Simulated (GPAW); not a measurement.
Runs of GPAW 26.7.0 on NaF (Villiaumite). The structure is cubic, space group Fm-3m (No. 225). Conventional cell: a = 4.640 Å, b = 4.640 Å, c = 4.640 Å, α = 90.00°, β = 90.00°, γ = 90.00°. Na (site symmetry m-3m) has 6 F at 2.32 Å as nearest neighbours. F (site symmetry m-3m) is surrounded by 6 Na at 2.32 Å. 

```csv
task,level,potentials or basis,k mesh,cutoff (eV),smearing,band path,band points,response ecut,frequency,extrapolate,mesh quality,gap on the mesh (eV),pressure (GPa),V0 of scaled cells (Å³/atom),B0 (GPa)
band structure,M06-L,"GPAW PAW data sets (gpaw-data 1.2.1), pw",8 × 8 × 8,800,fermi-dirac 0.05 eV,"GXWKGLUWLK,UX",80,-,-,-,not flagged,7.74,-0.6,-,-
equation of state,PBEint,"PAW data sets generated in the run's folder for this functional, pw",8 × 8 × 8,800,fermi-dirac 0.05 eV,-,-,-,-,-,not flagged,-,-,12.96,47
equation of state,PBEsol+D3,"PAW data sets generated in the run's folder for this functional, pw",8 × 8 × 8,800,fermi-dirac 0.05 eV,-,-,-,-,-,not flagged,-,-,12.17,49
single point,PBE,"GPAW PAW data sets (gpaw-data 1.2.1), pw",10 × 10 × 10,800,gaussian 0.1 eV,-,-,-,-,-,not flagged,6.31,0.7,-,-
single point,PBEsol,"PAW data sets generated in the run's folder for this functional, pw",10 × 10 × 10,800,gaussian 0.05 eV,-,-,-,-,-,not flagged,(b),-1.1,-,-
equation of state,PBE+D3(BJ),"GPAW PAW data sets (gpaw-data 1.2.1), pw",8 × 8 × 8,800,fermi-dirac 0.05 eV,-,-,-,-,-,not flagged,-,-,(a),51
band structure,optPBE-vdW,"GPAW PAW data sets (gpaw-data 1.2.1), pw",8 × 8 × 8,800,fermi-dirac 0.05 eV,"GXWKGLUWLK,UX",100,-,-,-,not flagged,6.50,-,-,-
```

Alike in all rows: no spin polarisation; cell as given.

Q: Fill in the values left out.

A: (a) 12.41; (b) 6.16.

Caveats: the PAW data sets were made with another functional, which shifts forces and pressure a little (some runs).

A k mesh can miss the band edges.

Not every run made on this cell is shown here.
